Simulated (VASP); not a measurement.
## AlP: single point with PBE

**Measured values to compare with.**

From a printed reference work, data compilation, for a bulk crystal of AlP at 4.2 K: band gap 2.505 eV (indirect).

The system is AlP.

```
Al P
1.0
     3.85444    0.00000    0.00000
     1.92722    3.33804    0.00000
     1.92722    1.11268    3.14714
Al P
1 1
Direct
  0.00000 0.00000 0.00000
  0.25000 0.25000 0.25000
```

| Property | Result |
| --- | --- |
| Program | VASP 6.6.1 |
| Task | single point |
| Functional | PBE |
| Potentials or basis | VASP PAW PBE potentials, release 64 (Al, P) |
| Cutoff | 500 eV |
| k mesh | 6 × 6 × 6 |
| Occupations | gaussian, width 0.01 eV |
| Spin | no spin polarisation |
| Dipole correction | no |
| Further INCAR settings | ALGO = Normal; EDIFF = 1e-06; NBANDS = 11 |

```
Pressure               : 2.7 GPa
Band gap on the k mesh : 1.57 eV, indirect (least direct gap 3.35 eV)
```

Levels at points of the mesh, in eV from the valence-band top:
```csv
k point,band 1,band 2,band 3,band 4,band 5,band 6,band 7,band 8
"(0.00, 0.00, 0.00)",-11.53,0.00,0.00,0.00,3.35,4.57,4.57,4.57
"(0.50, 0.00, 0.00)",-9.84,-5.55,-0.77,-0.77,2.83,4.82,4.82,8.29
"(0.50, 0.50, 0.00)",-9.17,-5.33,-2.11,-2.11,1.57,2.46,11.11,11.11
```

It took 7.6 s on 1 thread of AMD EPYC 7R13 Processor (Zen 3), on a shared host, peak memory 0.12 GiB.

Against the measured gap of AlP, 2.505 eV (indirect; 4.2 K; a printed reference work, data compilation), the calculated 1.57 eV is off by -0.94 eV. The value is that of PBE on a finite k mesh, which can miss the band edges, without temperature or zero-point motion. Semilocal functionals fall short of measured gaps as a rule.
